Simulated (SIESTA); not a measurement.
**TiO2 (Anatase) under changes of volume**

One of the cells (11.354 Å³/atom); the others are scaled copies at fixed shape and fractional positions:

```
Ti O
1.0
    -1.89210    1.89210    4.75730
     1.89210   -1.89210    4.75730
     1.89210    1.89210   -4.75730
Ti O
2 4
Direct
  0.75000 0.25000 0.50000
  0.00000 0.00000 0.00000
  0.79190 0.79190 0.00000
  0.54190 0.04190 0.50000
  0.95810 0.45810 0.50000
  0.20810 0.20810 0.00000
```

* Program: SIESTA 5.4.2
* Functional: PBE
* Potentials or basis: PseudoDojo 0.4 standard (PBE files)
* Basis: TZDP (energy shift 0.002 Ry)
* Grid cutoff: 800 Ry
* Energy shift: 0.002 Ry
* k mesh: 7 × 7 × 7
* Occupations: fermi-dirac, width 0.05 eV
* Spin: no spin polarisation

```tsv
volume (Å³/atom)	energy over the lowest point (meV/atom)	pressure (GPa)	gap on the mesh (eV)	largest force (eV/Å)
10.673	70.95	23.8	2.18	0.520
10.900	41.73	17.6	2.14	0.373
11.127	20.81	12.0	2.10	0.238
11.354	7.41	7.0	2.06	0.114
11.581	?	?	?	?
11.808	0.00	-1.6	1.97	0.104
12.035	4.87	-5.2	1.93	0.204
```

Q: What does the run at 11.581 Å³/atom give?

A: Energy over the lowest point 0.61 meV/atom; pressure 2.5 GPa; gap on the mesh 2.01 eV; largest force 0.001 eV/Å.

Worked out: A Birch-Murnaghan fit of order 3 (a polynomial in V^(-2/3)) to the other rows has its minimum at 11.72 Å³/atom with B0 = V·E''(V) = 208 GPa and B' = 4.3 at fixed shape and positions, which overstates the stiffness. It gives 0.67 meV/atom at 11.581 Å³/atom, against the run's 0.61, and -dE/dV = 2.5 GPa, against 2.5. A straight line through the other rows of the gap, of slope -2.1 eV per unit of ln V, gives 2.01 eV, against the run's 2.01.

Energies are extrapolated to zero smearing.

Caveats: semicore shells carry a single zeta, which can move pressures by several GPa and volumes by a few percent; an odd mesh through Γ misses points on the zone boundary, where band edges often lie; the basis of atomic orbitals isn't converged, which shifts pressures, moduli and gaps.
